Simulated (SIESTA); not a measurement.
Runs of SIESTA 5.4.2 on C. Symmetry: P6_3/mmc, No. 194, hexagonal system. Conventional cell: a = 2.522 Å, b = 2.522 Å, c = 8.237 Å, α = 90.00°, β = 90.00°, γ = 120.00°. C (site symmetry 3m) is surrounded by 4 C at 1.54 Å. C (site symmetry 3m) is surrounded by 4 C at 1.54 Å. This is a hexagonal form of diamond, not graphite.

```tsv
task	level	potentials or basis	cell	k mesh	optimiser	force tolerance	energy shift	gap on the mesh (eV)	pressure (GPa)	largest force (eV/Å)
band structure	PBE	PseudoDojo 0.4 standard (PBE files), DZP (energy shift 0.003 Ry)	as given	12 × 12 × 4	-	-	0.003 Ry	4.56	10.8	0.33
band structure	RPBE	PseudoDojo 0.4 standard (PBE files), DZP (energy shift 0.002 Ry)	as given	12 × 12 × 4	-	-	0.002 Ry	4.65	12.7	0.32
band structure	PBE	PseudoDojo 0.4 standard (PBE files), TZDP (energy shift 0.002 Ry)	as given	12 × 12 × 4	-	-	0.002 Ry	4.62	5.1	0.33
band structure	PBE	PseudoDojo 0.4 standard (PBE files), TZP (energy shift 0.003 Ry)	as given	12 × 12 × 4	-	-	0.003 Ry	4.54	6.5	0.33
band structure	vdW-DF2	PseudoDojo 0.4 standard (PBE files), DZP (energy shift 0.002 Ry)	as given	12 × 12 × 4	-	-	0.002 Ry	5.02	30.8	0.35
band structure	LDA	PseudoDojo 0.4 standard (LDA files), DZP (energy shift 0.003 Ry)	as given	12 × 12 × 4	-	-	0.003 Ry	4.51	(b)	0.34
band structure	PBE	PseudoDojo 0.4 standard (PBE files), DZ (energy shift 0.002 Ry)	as given	12 × 12 × 4	-	-	0.002 Ry	5.51	(a)	0.37
relaxation of cell and atoms	LDA	PseudoDojo 0.4 standard (LDA files), DZP (energy shift 0.002 Ry)	relaxed	8 × 8 × 3	CG	0.02 eV/Å	0.002 Ry	4.69	0.1	0.01
```

Alike in all rows: no spin polarisation; smearing fermi-dirac 0.05 eV; grid cutoff 500 Ry.

Task: Fill in the values left out.

Result: (a) 12.5; (b) -2.5.

Caveats: the basis of atomic orbitals isn't converged, which shifts pressures, moduli and gaps; the potentials were made for another functional, which shifts forces and pressure (some runs); a pressure of tens of GPa on the cell as given is suspect, and the run, the potentials or the cell itself is likely at fault (some runs); the basis has no polarisation orbitals (some runs); an odd mesh through Γ misses points on the zone boundary, where band edges often lie (some runs).

Not every run made on this cell is shown here.
